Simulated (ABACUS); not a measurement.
# AlN (P6_3mc) in ABACUS: equation of state

Aim: energy against volume of AlN in PBEsol, for its equilibrium volume and stiffness.

All numbers are computed with ABACUS 3.10.1; they aren't measurements. Logs are shortened: lines on timing, memory, paths and dates and some standing lists are left out, and cuts for length are marked.

**1. The structure**

The structure is hexagonal, space group P6_3mc (No. 186). The conventional cell has a = 3.113 Å, b = 3.113 Å, c = 4.981 Å, α = 90.00°, β = 90.00°, γ = 120.00°. Al (site symmetry 3m) is surrounded by 4 N at 1.89 Å. N (site symmetry 3m) has 4 Al at 1.89 Å as nearest neighbours.

**2. Equation of state, PBEsol, 9.82 Å³/atom (volume scaled by 0.94)**

INPUT reads:

```
INPUT_PARAMETERS
suffix              AlN
calculation         scf
basis_type          pw
pseudo_dir          ./
symmetry            1
dft_functional      pbesol
ecutwfc             84
pseudo_rcut         7
nspin               1
nbands              12
ks_solver           dav
smearing_method     fd
smearing_sigma      0.00367493
scf_thr             1e-08
scf_nmax            100
mixing_type         broyden
mixing_beta         0.7
cal_force           1
cal_stress          1
kpar                4
```

STRU reads:

```
ATOMIC_SPECIES
Al 26.9815 Al.upf
N 14.0070 N.upf

LATTICE_CONSTANT
1.8897261246

LATTICE_VECTORS
3.0494515564 0.0000000000 0.0000000000
-1.5247257782 2.6409025155 0.0000000000
0.0000000000 0.0000000000 4.8793184075

ATOMIC_POSITIONS
Direct

Al
0.0
2
0.6666666667 0.3333333333 0.5000000000 1 1 1
0.3333333333 0.6666666667 0.0000000000 1 1 1

N
0.0
2
0.6666666667 0.3333333333 0.8800000000 1 1 1
0.3333333333 0.6666666667 0.3800000000 1 1 1
```

KPT reads:

```
K_POINTS
0
Gamma
10 10 6 0 0 0
```

Potentials or basis: PseudoDojo NC SR 0.4.1 PBEsol standard, plane waves.

Started as:

```
OMP_NUM_THREADS=1 mpirun -np 4 abacus > log
```

running log:

```text
ABACUS v3.10.1

               Atomic-orbital Based Ab-initio Computation at UStc

 ------------------------------------------------------------------------------------

 READING GENERAL INFORMATION
                           global_out_dir = OUT.AlN/
                           global_in_card = INPUT
                               pseudo_dir = ./
                              orbital_dir =
                                    DSIZE = 4
                                    GSIZE = 1

 READING UNITCELL INFORMATION
                                    ntype = 2
                  lattice constant (Bohr) = 1.88973
              lattice constant (Angstrom) = 1

 READING ATOM TYPE 1
                               atom label = Al
                      L=0, number of zeta = 1
                      L=1, number of zeta = 1
                      L=2, number of zeta = 1
             number of atom for this type = 2

 READING ATOM TYPE 2
                               atom label = N
                      L=0, number of zeta = 1
                      L=1, number of zeta = 1
                      L=2, number of zeta = 1
             number of atom for this type = 2

                        TOTAL ATOM NUMBER = 4
DIRECT COORDINATES
    atom                   x                   y                   z     mag                  vx                  vy                  vz
taud_Al1            0.6666666667        0.3333333333        0.5000000000  0.0000        0.0000000000        0.0000000000        0.0000000000
taud_Al2            0.3333333333        0.6666666667        0.0000000000  0.0000        0.0000000000        0.0000000000        0.0000000000
taud_N1            0.6666666667        0.3333333333        0.8800000000  0.0000        0.0000000000        0.0000000000        0.0000000000
taud_N2            0.3333333333        0.6666666667        0.3800000000  0.0000        0.0000000000        0.0000000000        0.0000000000

                          Volume (Bohr^3) = 265.173
                             Volume (A^3) = 39.2946

 Lattice vectors: (Cartesian coordinate: in unit of a_0)
             +3.04945                  +0                  +0
             -1.52473             +2.6409                  +0
                   +0                  +0            +4.87932
 Reciprocal vectors: (Cartesian coordinate: in unit of 2 pi/a_0)
            +0.327928           +0.189329                  -0
                   -0           +0.378658                  -0
                   +0                  -0           +0.204947
 The esolver type has been set to : ksdft_pw

                PAO radial cut off (Bohr) = 7

 Read in pseudopotential file is Al.upf
                     pseudopotential type = NC
          exchange-correlation functional = PBESOL
                 nonlocal core correction = 1
                        valence electrons = 3
                                     lmax = 2
                           number of zeta = 2
                     number of projectors = 6
                           L of projector = 0
                           L of projector = 0
                           L of projector = 1
                           L of projector = 1
                           L of projector = 2
                           L of projector = 2
                PAO radial cut off (Bohr) = 7

 Read in pseudopotential file is N.upf
                     pseudopotential type = NC
          exchange-correlation functional = PBESOL
                 nonlocal core correction = 1
                        valence electrons = 5
                                     lmax = 1
                           number of zeta = 2
                     number of projectors = 4
                           L of projector = 0
                           L of projector = 0
                           L of projector = 1
                           L of projector = 1
     initial pseudo atomic orbital number = 16

 SETUP THE ELECTRONS NUMBER
            electron number of element Al = 3
      total electron number of element Al = 6
             electron number of element N = 5
       total electron number of element N = 10
            AUTOSET number of electrons:  = 16
                           occupied bands = 8
                                   NBANDS = 12
                                   NLOCAL = 36

 SETUP THE PLANE WAVE BASIS
 energy cutoff for charge/potential (unit:Ry) = 336
            fft grid for charge/potential = [ 36, 36, 54 ]
                        fft grid division = [ 1, 1, 1 ]
        big fft grid for charge/potential = [ 36, 36, 54 ]
                                     nbxx = 69984
                                     nrxx = 69984

 SETUP PLANE WAVES FOR CHARGE/POTENTIAL
                    number of plane waves = 27593
                         number of sticks = 769

 PARALLEL PW FOR CHARGE/POTENTIAL
     PROC   COLUMNS(POT)             PW
[... 65 lines left out ...]
(for reciprocal lattice: )
                             BRAVAIS TYPE = 4
                     BRAVAIS LATTICE NAME = 04. Hexagonal cell
                                    ibrav = 4
                       right hand lattice = 1
(for k-lattice: )
                             BRAVAIS TYPE = 4
                     BRAVAIS LATTICE NAME = 04. Hexagonal cell
                                    ibrav = 4
                       right hand lattice = 1
                        ROTATION MATRICES = 24
                               nkstot_ibz = 56
K-POINTS REDUCTION ACCORDING TO SYMMETRY
     IBZ    DIRECT_X    DIRECT_Y    DIRECT_Z  WEIGHT  ibz2bz
       1  0.00000000  0.00000000  0.00000000  0.0017       0
       2 -0.10000000  0.10000000  0.00000000  0.0100       1
       3 -0.20000000  0.20000000  0.00000000  0.0100       2
       4 -0.30000000  0.30000000  0.00000000  0.0100       3
       5 -0.40000000  0.40000000  0.00000000  0.0100       4
       6  0.50000000  0.50000000  0.00000000  0.0050       5
[... 22 lines left out ...]
      29  0.00000000  0.00000000  0.33333333  0.0033     200
      30 -0.10000000  0.10000000  0.33333333  0.0200     201
[... 26 further k points ...]

                               nkstot now = 56
[... K-POINTS DIRECT COORDINATES: 56 rows ...]

           k-point number in this process = 14
       minimum distributed K point number = 14
[... stars of the k points ...]

[... K-POINTS CARTESIAN COORDINATES: 14 rows ...]

[... K-POINTS DIRECT COORDINATES: 14 rows ...]

 SETUP PLANE WAVES FOR WAVE FUNCTIONS
     energy cutoff for wavefunc (unit:Ry) = 84
              fft grid for wave functions = [ 36, 36, 54 ]
                    number of plane waves = 4795
                         number of sticks = 241

 PARALLEL PW FOR WAVE FUNCTIONS
     PROC   COLUMNS(POT)             PW
        1            241           4795
 --------------- sum -------------------
        1            241           4795

 SETUP NONLOCAL PSEUDOPOTENTIALS IN PLANE WAVE BASIS
 Al non-local projectors:
 projector 1 L=0
 projector 2 L=0
 projector 3 L=1
 projector 4 L=1
 projector 5 L=2
 projector 6 L=2
 N non-local projectors:
 projector 1 L=0
 projector 2 L=0
 projector 3 L=1
 projector 4 L=1
      TOTAL NUMBER OF NONLOCAL PROJECTORS = 52

 Init Non-Local PseudoPotential table :
 Init Non-Local-Pseudopotential done.

                                     npwx = 3477

 Make real space PAO into reciprocal space.
       max mesh points in Pseudopotential = 701
     dq(describe PAO in reciprocal space) = 0.01
                                    max q = 1104

 number of pseudo atomic orbitals for Al is 2
WARNING: norm of atomic wavefunction # 1 of atomic type Al is 0.99922, renormalized
WARNING: norm of atomic wavefunction # 2 of atomic type Al is 0.98516, renormalized

 number of pseudo atomic orbitals for N is 2
WARNING: norm of atomic wavefunction # 2 of atomic type N is 0.999902, renormalized

 -------------------------------------------
 SELF-CONSISTENT
 -------------------------------------------
                                 init_chg = atomic

 PW ALGORITHM --------------- ION=   1  ELEC=   1--------------------------------

 Density error is 1.12728352445
                          Error Threshold = 0.01
----------------------------------------------------------
     Energy           Rydberg                 eV
----------------------------------------------------------
 E_KohnSham     -50.6485376453       -689.1087073438
 E_Harris       -46.0875790001       -627.0536814270
 E_Fermi        0.6212769898         8.4529070971
----------------------------------------------------------
[... 99 lines left out ...]
 Density error is 2.54711699074e-09
                          Error Threshold = 9.07832017124e-11
----------------------------------------------------------
     Energy           Rydberg                 eV
----------------------------------------------------------
 E_KohnSham     -51.0519708233       -694.5976973263
 E_KS(sigma->0) -51.0519708233       -694.5976973263
 E_Harris       -51.0521753844       -694.6004805230
 E_band         2.7278451382         37.1142371406
 E_one_elec     -0.6564805775        -8.9318764810
 E_Hartree      10.9885097905        149.5063456794
 E_xc           -16.9913244994       -231.1788297588
 E_Ewald        -44.3926755368       -603.9933367659
 E_entropy(-TS) -0.0000000000        -0.0000000000
 E_descf        0.0000000000         0.0000000000
 E_exx          0.0000000000         0.0000000000
 E_Fermi        0.6682092779         9.0914536364
----------------------------------------------------------

 charge density convergence is achieved
 final etot is -694.59769733 eV
 EFERMI = 9.0914536364 eV

 STATE ENERGY(eV) AND OCCUPATIONS    NSPIN == 1
 1/14 kpoint (Cartesian) = 0.0000 0.0000 0.0000 (3441 pws)
       1       -7.83165     0.00333333
       2       -5.44280     0.00333333
       3        1.35196     0.00333333
       4        6.81751     0.00333333
       5        6.81751     0.00333333
       6        7.48822     0.00333333
       7        7.48822     0.00333333
       8        7.68348     0.00333333
       9        12.3691    1.13048e-31
      10        14.7917    1.02683e-52
      11        18.6671    2.23878e-86
      12        19.1961        0.00000
[... 57 lines left out ...]
 6/14 kpoint (Cartesian) = 0.16396 0.28399 0.0000 (3466 pws)
       1       -5.65349      0.0100000
       2       -4.88693      0.0100000
       3        1.96764      0.0100000
       4        3.36566      0.0100000
       5        4.16826      0.0100000
       6        5.51282      0.0100000
       7        5.78970      0.0100000
       8        7.00161      0.0100000
       9        13.5044    4.67422e-41
      10        13.5933    7.89104e-42
      11        16.3273    1.41249e-65
      12        18.3193    7.03993e-83

[... levels at 8 further k points ...]

------------------------------------------------------------------------------------------
 TOTAL-FORCE (eV/Angstrom)
------------------------------------------------------------------------------------------
                       Al1         0.0000000000         0.0000000000        -0.1818892470
                       Al2         0.0000000000         0.0000000000        -0.1818892470
                        N1         0.0000000000         0.0000000000         0.1818892470
                        N2         0.0000000000         0.0000000000         0.1818892470
------------------------------------------------------------------------------------------

----------------------------------------------------------------
 TOTAL-STRESS (KBAR)
----------------------------------------------------------------
       138.4523625097        -0.0000000000         0.0000000000
        -0.0000000000       138.4523625047         0.0000000000
        -0.0000000000         0.0000000000       149.7990040246
----------------------------------------------------------------
 TOTAL-PRESSURE: 142.234576 KBAR

 --------------------------------------------
 !FINAL_ETOT_IS -694.5976973262958154 eV
 --------------------------------------------
```

It took 16 s on 4 MPI ranks of AMD EPYC 7R43 (Zen 3), shared host; peak memory 0.36 GiB.

Results:

```
Free energy            : -694.5977 eV
Pressure               : 14.2 GPa
Largest force          : 0.182 eV/Å
Band gap on the k mesh : 4.69 eV, direct
```

Caveat: there are fewer bands than atomic start orbitals, so a level may be missed at k points of high symmetry.

**3. Equation of state, PBEsol, 10.03 Å³/atom (volume scaled by 0.96)**

INPUT is that of step 2.

STRU: that of step 2 with these lines changed.

```diff
@@ -8,5 +8,5 @@
 LATTICE_VECTORS
-3.0494515564 0.0000000000 0.0000000000
--1.5247257782 2.6409025155 0.0000000000
-0.0000000000 0.0000000000 4.8793184075
+3.0709272750 0.0000000000 0.0000000000
+-1.5354636375 2.6595010333 0.0000000000
+0.0000000000 0.0000000000 4.9136809369
```

KPT is that of step 2.

Potentials or basis: PseudoDojo NC SR 0.4.1 PBEsol standard, plane waves.

Started as:

```
OMP_NUM_THREADS=1 mpirun -np 4 abacus > log
```

It took 17 s on 4 MPI ranks of AMD EPYC 7R43 (Zen 3), shared host; peak memory 0.36 GiB.

It converged, with:

```
Free energy            : -694.6583 eV
Pressure               : 9.1 GPa
Largest force          : 0.164 eV/Å
Band gap on the k mesh : 4.50 eV, direct
```

Caveat: there are fewer bands than atomic start orbitals, so a level may be missed at k points of high symmetry.

**4. Equation of state, PBEsol, 10.24 Å³/atom (volume scaled by 0.98)**

INPUT is that of step 3.

STRU: that of step 3 with these lines changed.

```diff
@@ -8,5 +8,5 @@
 LATTICE_VECTORS
-3.0709272750 0.0000000000 0.0000000000
--1.5354636375 2.6595010333 0.0000000000
-0.0000000000 0.0000000000 4.9136809369
+3.0921067530 0.0000000000 0.0000000000
+-1.5460533765 2.6778429994 0.0000000000
+0.0000000000 0.0000000000 4.9475694625
```

KPT is that of step 3.

Started as:

```
OMP_NUM_THREADS=1 mpirun -np 4 abacus > log
```

It took 17 s on 4 MPI ranks of AMD EPYC 7R43 (Zen 3), shared host; peak memory 0.36 GiB.

It converged, with:

```yaml
Free_energy: -694.6932 eV
Pressure: 4.4 GPa
Largest_force: 0.148 eV/Å
Band_gap_on_the_k_mesh: 4.31 eV, direct
```

Caveat: there are fewer bands than atomic start orbitals, so a level may be missed at k points of high symmetry.

**5. Equation of state, PBEsol, 10.45 Å³/atom**

INPUT is that of step 4.

STRU: that of step 4 with these lines changed.

```diff
@@ -8,5 +8,5 @@
 LATTICE_VECTORS
-3.0921067530 0.0000000000 0.0000000000
--1.5460533765 2.6778429994 0.0000000000
-0.0000000000 0.0000000000 4.9475694625
+3.1130000000 0.0000000000 0.0000000000
+-1.5565000000 2.6959370820 0.0000000000
+0.0000000000 0.0000000000 4.9810000000
```

KPT is that of step 4.

Started as:

```
OMP_NUM_THREADS=1 mpirun -np 4 abacus > log
```

Wall time 17 s (4 MPI ranks of AMD EPYC 7R43 (Zen 3), shared host); peak memory 0.36 GiB.

It converged, with:

```yaml
Free_energy: -694.7048 eV
Pressure: 0.1 GPa
Largest_force: 0.132 eV/Å
Band_gap_on_the_k_mesh: 4.14 eV, direct
```

Caveat: there are fewer bands than atomic start orbitals, so a level may be missed at k points of high symmetry.

**6. Equation of state, PBEsol, 10.66 Å³/atom (volume scaled by 1.02)**

INPUT is that of step 5.

STRU: that of step 5 with these lines changed.

```diff
@@ -8,5 +8,5 @@
 LATTICE_VECTORS
-3.1130000000 0.0000000000 0.0000000000
--1.5565000000 2.6959370820 0.0000000000
-0.0000000000 0.0000000000 4.9810000000
+3.1336164949 0.0000000000 0.0000000000
+-1.5668082474 2.7137914903 0.0000000000
+0.0000000000 0.0000000000 5.0139877163
```

KPT is that of step 5.

Potentials or basis: PseudoDojo NC SR 0.4.1 PBEsol standard, plane waves.

Started as:

```
OMP_NUM_THREADS=1 mpirun -np 4 abacus > log
```

Run time: 16 s. Hardware: 4 MPI ranks of AMD EPYC 7R43 (Zen 3), shared host; peak memory 0.36 GiB.

It converged, with:

- Free energy: -694.6953 eV
- Pressure: -3.7 GPa
- Largest force: 0.117 eV/Å
- Band gap on the k mesh: 3.96 eV, direct

Caveat: there are fewer bands than atomic start orbitals, so a level may be missed at k points of high symmetry.

**7. Equation of state, PBEsol, 10.87 Å³/atom (volume scaled by 1.04)**

INPUT is that of step 6.

STRU: that of step 6 with these lines changed.

```diff
@@ -8,5 +8,5 @@
 LATTICE_VECTORS
-3.1336164949 0.0000000000 0.0000000000
--1.5668082474 2.7137914903 0.0000000000
-0.0000000000 0.0000000000 5.0139877163
+3.1539652241 0.0000000000 0.0000000000
+-1.5769826120 2.7314140067 0.0000000000
+0.0000000000 0.0000000000 5.0465469904
```

KPT is that of step 6.

Started as:

```
OMP_NUM_THREADS=1 mpirun -np 4 abacus > log
```

Wall time 17 s (4 MPI ranks of AMD EPYC 7R43 (Zen 3), shared host); peak memory 0.36 GiB.

Results (log left out):

- Free energy: -694.6667 eV
- Pressure: -7.2 GPa
- Largest force: 0.104 eV/Å
- Band gap on the k mesh: 3.80 eV, direct

Caveat: there are fewer bands than atomic start orbitals, so a level may be missed at k points of high symmetry.

**8. Equation of state, PBEsol, 11.08 Å³/atom (volume scaled by 1.06)**

INPUT is that of step 7.

STRU: that of step 7 with these lines changed.

```diff
@@ -8,5 +8,5 @@
 LATTICE_VECTORS
-3.1539652241 0.0000000000 0.0000000000
--1.5769826120 2.7314140067 0.0000000000
-0.0000000000 0.0000000000 5.0465469904
+3.1740547162 0.0000000000 0.0000000000
+-1.5870273581 2.7488120173 0.0000000000
+0.0000000000 0.0000000000 5.0786914685
```

KPT is that of step 7.

Started as:

```
OMP_NUM_THREADS=1 mpirun -np 4 abacus > log
```

Run time: 16 s. Hardware: 4 MPI ranks of AMD EPYC 7R43 (Zen 3), shared host; peak memory 0.36 GiB.

The run converged. Its results:

```
Free energy            : -694.6207 eV
Pressure               : -10.4 GPa
Largest force          : 0.091 eV/Å
Band gap on the k mesh : 3.64 eV, direct
```

Caveat: there are fewer bands than atomic start orbitals, so a level may be missed at k points of high symmetry.

**9. Equation of state, PBEsol**

Potentials or basis: PseudoDojo NC SR 0.4.1 PBEsol standard, plane waves.

This step only gathers the single runs of the series.

What came out:

```
Equilibrium volume                        : 10.46 Å³/atom
Bulk modulus at fixed shape and positions : 201 GPa
Pressure derivative of the bulk modulus   : 3.9
```

Energy against volume, from the lowest point:
```csv
volume (Å³/atom),energy (meV/atom)
9.824,26.77
10.033,11.63
10.242,2.90
10.451,0.00
10.660,2.37
10.869,9.53
11.078,21.03
```

Caveat: the cell was scaled at fixed shape and fractional positions, which overstates the stiffness of a crystal with free parameters, most of all of layers and chains.
